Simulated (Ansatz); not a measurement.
**SnGe2: the band gap up the ladder of functionals**

An exercise on one series of results from a longer session: the logs are not shown, and one member is left open.

Code: Ansatz 0.2.0. PAW datasets, plane waves. The cell comes from a prototype generator: it can be a known phase or a hypothetical one. Spin polarisation is off.

### The structure to begin with

The cell was relaxed beforehand with r2SCAN.

It is trigonal, P-3m1 (No. 164); a = 4.227 Å, c = 10.469 Å in the conventional setting, 27.00 Å³ an atom. Near Ge stand 3 Ge at 2.55 Å and 1 Sn at 2.65 Å; near Ge stand 4 Ge at 2.48–2.55 Å; near Sn stand 1 Ge at 2.65 Å and 3 Sn at 2.74 Å.

Coordinates:

```cif
data_structure
_symmetry_space_group_name_H-M 'P-3m1'
_symmetry_Int_Tables_number 164
_cell_length_a 4.2268
_cell_length_b 4.2268
_cell_length_c 10.4694
_cell_angle_alpha 90.000
_cell_angle_beta 90.000
_cell_angle_gamma 120.000
_cell_volume 161.99
loop_
_atom_site_label
_atom_site_type_symbol
_atom_site_symmetry_multiplicity
_atom_site_Wyckoff_symbol
_atom_site_fract_x
_atom_site_fract_y
_atom_site_fract_z
_atom_site_occupancy
Ge1 Ge 2 d 0.33333 0.66667 0.68801 1
Ge2 Ge 2 c 0.00000 0.00000 0.38179 1
Sn1 Sn 2 d 0.66667 0.33333 0.05931 1
```

Set-up of the first run:

input.yaml

```yaml
crystal:
  lattice:
    - [4.2267946078, 0.0, 0.0]
    - [-2.1133973039, 3.6605115069, 0.0]
    - [0.0, 0.0, 10.4694346866]
  atoms:
    - { symbol: Ge, position: [0.3333333333, 0.6666666667, 0.6880136213] }
    - { symbol: Ge, position: [0.0, 0.0, 0.3817931888] }
    - { symbol: Sn, position: [0.6666666667, 0.3333333333, 0.0593106549] }
    - { symbol: Ge, position: [0.0, 0.0, 0.6182068112] }
    - { symbol: Ge, position: [0.6666666667, 0.3333333333, 0.3119863787] }
    - { symbol: Sn, position: [0.3333333333, 0.6666666667, 0.9406893451] }
kpoints:
  mp_grid: { grid: [12, 12, 4] }
  band_path:
    path:
      - [[0.0, 0.0, 0.0], [0.5, 1.520643523112e-18, 2.006604216509e-33], [0.3333333333333, 0.3333333333333, 1.989377066362e-33], [0.0, 0.0, 0.0], [-1.714915527656e-50, -1.079254314473e-50, 0.5], [0.5, 1.520643523112e-18, 0.5], [0.3333333333333, 0.3333333333333, 0.5], [-1.714915527656e-50, -1.079254314473e-50, 0.5]]
      - [[0.5, 1.520643523112e-18, 0.5], [0.5, 1.520643523112e-18, 2.006604216509e-33]]
      - [[0.3333333333333, 0.3333333333333, 0.5], [0.3333333333333, 0.3333333333333, 1.989377066362e-33]]
    npoints: 10
hamiltonian:
  xc: pbe
scf:
  occupations: { method: fermi_dirac, width: 0.02 }
  n_extra_bands: 5
output:
  forces: true
  stress: true
  eigenvalues: true
  write_density: true
  write_potential: true
  elf: true
  volumetric_format: npy
```

The run is started by

```bash
$ ansatz run input.yaml --threads 4 --pin off --max-ram 6451MiB --backend cpu --events-out ev --progress --plain --runs-dir out
```

Among the steps run: PBE band path; r2SCAN at the same geometry; Single point with HSE06; PBE+SOC at the same geometry.

One table of the session follows, with a row left open; its other results are not shown here.

| level | gap (eV) |
| --- | --- |
| PBE | ? |
| r2SCAN | -0.29 |
| HSE06 | -0.08 |
| PBE+SOC | -0.43 |

Estimate the missing values for PBE.

As computed: gap (eV): -0.44. In the column «gap (eV)» it is the lowest.

Meshes: PBE 12×12×4, r2SCAN 12×12×4, HSE06 6×6×2, PBE+SOC 12×12×4

Caveats from the session: Warnings in the runs' records: stress exchange threshold loose, stress scf threshold loose.
